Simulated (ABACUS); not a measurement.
Crystal: HgTe (Coloradoite).

```xyz
2
Lattice="0.0000 3.2145 3.2145 3.2145 0.0000 3.2145 3.2145 3.2145 0.0000" Properties=species:S:1:pos:R:3 pbc="T T T"
Hg    0.0000    0.0000    0.0000
Te    4.8217    4.8217    4.8217
```

Program: ABACUS 3.10.1. Alike in all runs: task single point; cell as given; smearing fermi-dirac 0.05 eV.

Q: Order these runs on this cell by their pressure, lowest first.
A. level PBE; potentials or basis PseudoDojo NC FR 0.4 PBE standard, DZP LCAO (the cutoffs set its grid); spin SOC, no magnetisation; k mesh 4 × 4 × 4; cutoff (eV) 1361; radial cutoff of the potentials (pseudo_rcut) 10 bohr; SCF threshold on the density 1e-07; eigensolver scalapack_gvx; mixing share 0.4; symmetry key 0; mesh quality coarse
B. level PBEsol; potentials or basis SG15 ONCV 1.2 PBE, plane waves; spin off; k mesh 7 × 7 × 7; cutoff (eV) 1129; radial cutoff of the potentials (pseudo_rcut) 7 bohr; SCF threshold on the density 1e-08; eigensolver dav; mixing share 0.7; symmetry key 1; mesh quality not flagged
C. level LDA; potentials or basis SG15 ONCV 1.2 PBE, plane waves; spin off; k mesh 7 × 7 × 7; cutoff (eV) 1129; radial cutoff of the potentials (pseudo_rcut) 7 bohr; SCF threshold on the density 1e-08; eigensolver dav; mixing share 0.7; symmetry key 1; mesh quality not flagged

A: C (0.0 GPa), B (1.7 GPa), A (4.8 GPa).

Caveats: some runs use coarse meshes; the potentials were made for another functional, which shifts forces and pressure (some runs); the atomic orbitals were generated for these runs and aren't a published set (some runs); the basis of atomic orbitals isn't converged, which shifts pressures, moduli and gaps (some runs).

Not every run made on this cell is shown here.
